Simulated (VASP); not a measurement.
# Mg2Ge (Fm-3m) in VASP: single point with PBE

Aim: the single point of Mg2Ge with PBE.

All numbers are computed with VASP 6.6.1; they aren't measurements. Logs are shortened: lines on timing, memory, paths and dates and some standing lists are left out, and cuts for length are marked.

### Step 1. Starting point

It takes space group Fm-3m (No. 225, cubic). The conventional cell has a = 6.378 Å, b = 6.378 Å, c = 6.378 Å, α = 90.00°, β = 90.00°, γ = 90.00°. Mg (site symmetry -43m) has 4 Ge at 2.76 Å as nearest neighbours. Around Ge (site symmetry m-3m) lie 8 Mg at 2.76 Å.

### Step 2. Single point, PBE

Contents of INCAR:

```
PREC = Accurate
ENCUT = 520
EDIFF = 1E-6
ISMEAR = 0
SIGMA = 0.1
LREAL = False
LASPH = True
NELM = 100
ALGO = Normal
ISIF = 2
LWAVE = False
LCHARG = False
GGA = PE
NBANDS = 16
```

Contents of KPOINTS:

```
Automatic mesh
0
Gamma
  6 6 6
```

Contents of POSCAR:

```
Mg2Ge
1.0
    0.0000000000      3.1890000000      3.1890000000
    3.1890000000      0.0000000000      3.1890000000
    3.1890000000      3.1890000000      0.0000000000
Mg Ge
2 1
Direct
    0.2500000000      0.2500000000      0.2500000000
    0.7500000000      0.7500000000      0.7500000000
    0.0000000000      0.0000000000      0.0000000000
```

Potentials or basis: VASP PAW PBE potentials, release 64 (Mg, Ge_d).

On the command line:

```
$ cat potpaw_PBE.64/Mg/POTCAR potpaw_PBE.64/Ge_d/POTCAR > POTCAR
$ mpirun -np 1 vasp_std > vasp.out
```

OUTCAR:

```text
PREC = Accurate
   ENCUT = 520
   EDIFF = 1E-6
   ISMEAR = 0
   LREAL = False
   LASPH = True
   NELM = 100
   ISIF = 2
   GGA = PE

 ion  position               nearest neighbor table
   1  0.250  0.250  0.250-   3 2.76   3 2.76   3 2.76   3 2.76   2 3.19   2 3.19   2 3.19   2 3.19
                             2 3.19   2 3.19
   2  0.750  0.750  0.750-   3 2.76   3 2.76   3 2.76   3 2.76   1 3.19   1 3.19   1 3.19   1 3.19
                             1 3.19   1 3.19
   3  0.000  0.000  0.000-   2 2.76   2 2.76   2 2.76   1 2.76   2 2.76   1 2.76   1 2.76   1 2.76

  LATTYP: Found a face centered cubic cell.
 ALAT       =     6.3780000000

  Lattice vectors:

 A1 = (   0.0000000000,   3.1890000000,   3.1890000000)
 A2 = (   3.1890000000,   0.0000000000,   3.1890000000)
 A3 = (   3.1890000000,   3.1890000000,   0.0000000000)

Analysis of symmetry for initial positions (statically):
=====================================================================
 Subroutine PRICEL returns:
 Original cell was already a primitive cell.

 Routine SETGRP: Setting up the symmetry group for a
 face centered cubic supercell.

 Subroutine GETGRP returns: Found 48 space group operations
 (whereof 48 operations were pure point group operations)
 out of a pool of 48 trial point group operations.

The static configuration has the point symmetry O_h .

Analysis of symmetry for dynamics (positions and initial velocities):
=====================================================================
 Subroutine PRICEL returns:
 Original cell was already a primitive cell.

 Routine SETGRP: Setting up the symmetry group for a
 face centered cubic supercell.

 Subroutine GETGRP returns: Found 48 space group operations
 (whereof 48 operations were pure point group operations)
 out of a pool of 48 trial point group operations.

The dynamic configuration has the point symmetry O_h .

 Subroutine INISYM returns: Found 48 space group operations
 (whereof 48 operations are pure point group operations),
 and found     1 'primitive' translations

----------------------------------------------------------------------------------------

                                     Primitive cell

  volume of cell :      64.8625

  direct lattice vectors                    reciprocal lattice vectors
     0.000000000  3.189000000  3.189000000    -0.156788962  0.156788962  0.156788962
     3.189000000  0.000000000  3.189000000     0.156788962 -0.156788962  0.156788962
     3.189000000  3.189000000  0.000000000     0.156788962  0.156788962 -0.156788962

  length of vectors
     4.509927050  4.509927050  4.509927050     0.271566448  0.271566448  0.271566448

  position of ions in fractional coordinates (direct lattice)
     0.250000000  0.250000000  0.250000000
     0.750000000  0.750000000  0.750000000
     0.000000000  0.000000000  0.000000000

  ion indices of the primitive-cell ions
   primitive index   ion index
                 1           1
                 2           2
                 3           3

----------------------------------------------------------------------------------------

 KPOINTS: Automatic mesh

Automatic generation of k-mesh.
 Grid dimensions read from file:
 generate k-points for:    6    6    6

 Generating k-lattice:

  Cartesian coordinates                     Fractional coordinates (reciprocal lattice)
    -0.026131494  0.026131494  0.026131494     0.166666667  0.000000000  0.000000000
     0.026131494 -0.026131494  0.026131494     0.000000000  0.166666667  0.000000000
     0.026131494  0.026131494 -0.026131494     0.000000000  0.000000000  0.166666667

  Length of vectors
     0.045261075  0.045261075  0.045261075

  Shift w.r.t. Gamma in fractional coordinates (k-lattice)
     0.000000000  0.000000000  0.000000000

 Subroutine IBZKPT returns following result:
 ===========================================

 Found     16 irreducible k-points:

 Following reciprocal coordinates:
            Coordinates               Weight
  0.000000  0.000000  0.000000      1.000000
  0.166667  0.000000  0.000000      8.000000
  0.333333  0.000000  0.000000      8.000000
  0.500000  0.000000  0.000000      4.000000
  0.166667  0.166667  0.000000      6.000000
  0.333333  0.166667  0.000000     24.000000
[... 8 lines left out ...]
 -0.333333  0.333333  0.166667     24.000000
 -0.333333  0.500000  0.166667     12.000000
   k-points           NKPTS =     16   k-points in BZ     NKDIM =     16   number of bands    NBANDS=     16
   number of dos      NEDOS =    301   number of ions     NIONS =      3
   total plane-waves  NPLWV =  46656
   dimension x,y,z NGX =    36 NGY =   36 NGZ =   36
   dimension x,y,z NGXF=    72 NGYF=   72 NGZF=   72
   ions per type =               2   1
   NGX,Y,Z   is equivalent  to a cutoff of  13.27, 13.27, 13.27 a.u.
   NGXF,Y,Z  is equivalent  to a cutoff of  26.54, 26.54, 26.54 a.u.
 SYSTEM =  unknown system
   PREC   = accura    normal or accurate (medium, high low for compatibility)
   ISTART =      0    job   : 0-new  1-cont  2-samecut
   ICHARG =      2    charge: 1-file 2-atom 10-const
   ISPIN  =      1    spin polarized calculation?
   LNONCOLLINEAR =      F non collinear calculations
   LSORBIT =      F    spin-orbit coupling
   LASPH  =      T    aspherical Exc in radial PAW
   ENCUT  =  520.0 eV  38.22 Ry    6.18 a.u.   8.39  8.39  8.39*2*pi/ulx,y,z
   NELM   =    100;   NELMIN=  2; NELMDL= -5     # of ELM steps
   EDIFF  = 0.1E-05   stopping-criterion for ELM
   LREAL  =      F    real-space projection
   EDIFFG = 0.1E-04   stopping-criterion for IOM
   NSW    =      0    number of steps for IOM
   IBRION =     -1    ionic relax: 0-MD 1-quasi-New 2-CG
   NFREE  =      0    steps in history (QN), initial steepest desc. (CG)
   ISIF   =      2    stress and relaxation
   ISYM   =      2    0-nonsym 1-usesym 2-fastsym
   POTIM  = 0.5000    time-step for ionic-motion
   TEBEG  =    0.0;   TEEND  =   0.0 temperature during run
   PSTRESS=    0.0 pullay stress
   NELECT =      18.0000    total number of electrons
   NUPDOWN=      -1.0000    fix difference up-down
   EMIN   =  10.00;   EMAX   =-10.00  energy-range for DOS
   EFERMI =   0.00;   METHOD = LEGACY
   ISMEAR =     0;   SIGMA  =   0.10  broadening in eV -4-tet -1-fermi 0-gaus
   EFERMI_NEDOS =   21; number of points for ismear=-14 and -15
   IALGO  =     38    algorithm
   IMIX   =      4    mixing-type and parameters
     AMIX     =   0.40;   BMIX     =  1.00
     AMIX_MAG =   1.60;   BMIX_MAG =  1.00
  volume/ion in A,a.u.               =      21.62       145.90
  Fermi-wavevector in a.u.,A,eV,Ry     =   1.067828  2.017902 15.514122  1.140256
  Thomas-Fermi vector in A             =   2.203456
   LORBIT       =      0    0 simple, 1 ext, 2 COOP (PROOUT), +10 PAW based schemes
   GGA     = PE    functional components
   LHFCALC =     F    Hartree Fock is set to
   AEXX    =    0.0000 exact exchange contribution
   IVDW    =     0    specifies the selected vdW correction
   LEPSILON=     F    determine dielectric tensor
   LRPA    =     F    only Hartree local field effects (RPA)
 non-spin polarized calculation
 Gauss-broadening in eV      SIGMA  =   0.10
  energy-cutoff  :      520.00
  volume of cell :       64.86
 maximum number of plane-waves:      1807
 NGX is ok and might be reduce to    36
   NGX = 17   NGY = 17   NGZ = 17

 number of electron      18.0000009 magnetization

 Free energy of the ion-electron system (eV)
  ---------------------------------------------------
  ext. energy  EPLUGINS =         0.00000000
  ---------------------------------------------------
  free energy    TOTEN  =        -8.33370051 eV

  energy without entropy =       -8.33272580  energy(sigma->0) =       -8.33321315

 E-fermi :   3.6182     XC(G=0):  -9.0908

 val. band max:        3.5492724187   @ k =   0.0000   0.0000   0.0000
 cond. band min:       3.6871178632   @ k =   0.5000   0.5000   0.0000
 fundamental gap:      0.1378454444
 Fermi energy:         3.6181962774

 k-point     1 :       0.0000    0.0000    0.0000
  band No.  band energies     occupation
      1     -20.1344      2.00000
      2     -20.1344      2.00000
      3     -20.1344      2.00000
      4     -20.1162      2.00000
      5     -20.1162      2.00000
      6      -6.2087      2.00000
[... 8 lines left out ...]
     15       9.6549      0.00000
     16       9.7064      0.00000

 k-point     2 :       0.1667    0.0000    0.0000
  band No.  band energies     occupation
      1     -20.1343      2.00000
      2     -20.1341      2.00000
      3     -20.1341      2.00000
      4     -20.1161      2.00000
      5     -20.1161      2.00000
      6      -5.9805      2.00000
[... 8 lines left out ...]
     15       8.6729      0.00000
     16       9.8372      0.00000

 k-point     3 :       0.3333    0.0000    0.0000
  band No.  band energies     occupation
      1     -20.1342      2.00000
      2     -20.1335      2.00000
      3     -20.1335      2.00000
      4     -20.1160      2.00000
      5     -20.1160      2.00000
      6      -5.3934      2.00000
[... 8 lines left out ...]
     15       9.5837      0.00000
     16       9.9677      0.00000

 k-point     4 :       0.5000    0.0000    0.0000
  band No.  band energies     occupation
      1     -20.1342      2.00000
      2     -20.1333      2.00000
      3     -20.1333      2.00000
      4     -20.1160      2.00000
      5     -20.1160      2.00000
      6      -4.9699      2.00000
[... 8 lines left out ...]
     15      11.6051      0.00000
     16      11.9170      0.00000
[... 172 lines left out ...]
 k-point    14 :       0.5000    0.3333    0.1667
  band No.  band energies     occupation
      1     -20.1345      2.00000
      2     -20.1332      2.00000
      3     -20.1327      2.00000
      4     -20.1164      2.00000
      5     -20.1156      2.00000
      6      -4.9410      2.00000
[... 8 lines left out ...]
     15      11.3099      0.00000
     16      12.7075      0.00000

 k-point    15 :      -0.3333    0.3333    0.1667
  band No.  band energies     occupation
      1     -20.1339      2.00000
      2     -20.1337      2.00000
      3     -20.1324      2.00000
      4     -20.1163      2.00000
      5     -20.1157      2.00000
      6      -4.6213      2.00000
[... 8 lines left out ...]
     15      11.6376      0.00000
     16      12.9380      0.00000

 k-point    16 :      -0.3333    0.5000    0.1667
  band No.  band energies     occupation
      1     -20.1347      2.00000
      2     -20.1330      2.00000
      3     -20.1321      2.00000
      4     -20.1166      2.00000
      5     -20.1154      2.00000
      6      -4.4848      2.00000
[... 8 lines left out ...]
     15      12.2713      0.00000
     16      13.0518      0.00000

------------------------ aborting loop because EDIFF is reached ----------------------------------------

  FORCE on cell =-STRESS in cart. coord.  units (eV):
  Direction    XX          YY          ZZ          XY          YZ          ZX
  --------------------------------------------------------------------------------------
  -------------------------------------------------------------------------------------
  Total        0.3351952      0.3351952      0.3351952     -0.0000000     -0.0000000      0.0000000
  in kB        8.2797035      8.2797035      8.2797035     -0.0000000     -0.0000000      0.0000000
  external PRESSURE =       8.2797035 kB  Pullay stress =       0.0000000 kB

 VOLUME and BASIS-vectors are now :
 -----------------------------------------------------------------------------
  energy-cutoff  :      520.00
  volume of cell :       64.86
      direct lattice vectors                 reciprocal lattice vectors
     0.000000000  3.189000000  3.189000000    -0.156788962  0.156788962  0.156788962
     3.189000000  0.000000000  3.189000000     0.156788962 -0.156788962  0.156788962
     3.189000000  3.189000000  0.000000000     0.156788962  0.156788962 -0.156788962

 POSITION                                       TOTAL-FORCE (eV/Angst)
 -----------------------------------------------------------------------------------
      1.59450      1.59450      1.59450        -0.000000     -0.000000      0.000000
      4.78350      4.78350      4.78350         0.000000      0.000000      0.000000
      0.00000      0.00000      0.00000         0.000000     -0.000000     -0.000000
 -----------------------------------------------------------------------------------
    total drift:                               -0.000000      0.000000      0.000000

  FREE ENERGIE OF THE ION-ELECTRON SYSTEM (eV)
  ---------------------------------------------------
  free  energy   TOTEN  =        -8.3337005071 eV

  energy  without entropy=       -8.3327257996  energy(sigma->0) =       -8.33321315
```

It took 13 s on 1 thread of Intel Xeon Platinum 8488C (Sapphire Rapids), shared host; peak memory 0.2 GiB.

What came out:

```
Free energy            : -8.3337 eV
Pressure               : 0.8 GPa
Band gap on the k mesh : 0.14 eV, indirect (least direct gap 1.06 eV)
```
